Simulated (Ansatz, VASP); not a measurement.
NaH: VASP beside Ansatz

Contents of INCAR:

```
SYSTEM = NaH
  ALGO = Normal
  EDIFF = 1E-7
  ENCUT = 520
  GGA = CA
  ISIF = 2
  ISMEAR = 0
  LASPH = .TRUE.
  LCHARG = .FALSE.
  LREAL = .FALSE.
  LWAVE = .FALSE.
  NBANDS = 11
  NELM = 60
  PREC = Accurate
  SIGMA = 0.05
```

Contents of KPOINTS:

```
k-points
0
G
  8 8 8
  0 0 0
```

File POSCAR:

```
NaH
1.0
    0.0000000000      2.5132000000      2.4400000000
    2.5132000000      0.0000000000      2.4400000000
    2.5132000000      2.5132000000      0.0000000000
Na H
1 1
Direct
    0.0000000000      0.0000000000      0.0000000000
    0.5000000000      0.5000000000      0.5000000000
```

Input for Ansatz:

```yaml
crystal:
  lattice:
    - [0.0, 2.5132, 2.44]
    - [2.5132, 0.0, 2.44]
    - [2.5132, 2.5132, 0.0]
  atoms:
    - { symbol: Na, position: [0.0, 0.0, 0.0] }
    - { symbol: H, position: [0.5, 0.5, 0.5] }
basis:
  ecutwfc: 420
kpoints:
  mp_grid: { grid: [8, 8, 8] }
hamiltonian:
  xc: lda
scf:
  occupations: { method: gaussian, width: 0.05 }
output:
  forces: true
  stress: true
  eigenvalues: true
```

Change from the starting cell: strain +0.030 along x and y, +0.000 along z, atoms carried along.

Alike in both runs: task single point; functional LDA; k mesh 8 × 8 × 8; occupations gaussian, width 0.05 eV; no spin polarisation.

|  | VASP | Ansatz |
| --- | --- | --- |
| version | VASP 6.6.1 | Ansatz 0.2.0 |
| potentials or method | VASP PAW LDA potentials, release 64 (Na_pv, H) | scalar-relativistic, plane waves, PAW |
| plane-wave cutoff (eV) | 520 | 420 |
| valence electrons in the cell | 8 | 10 |

Ansatz gave:

```
gap on the k mesh at the Fermi level (eV)       : 3.27
least direct gap on the mesh (eV)               : 4.15
pressure (GPa)                                  : -3.5
largest component of the traceless stress (GPa) : 0.34
```

Problem. Estimate VASP's values.

Solution. gap on the k mesh at the Fermi level (eV): 3.27; least direct gap on the mesh (eV): 4.14; pressure (GPa): -3.5; largest component of the traceless stress (GPa): 0.35.

The two sets of potentials don't hold the same shells in valence.

A k mesh can miss the band edges.
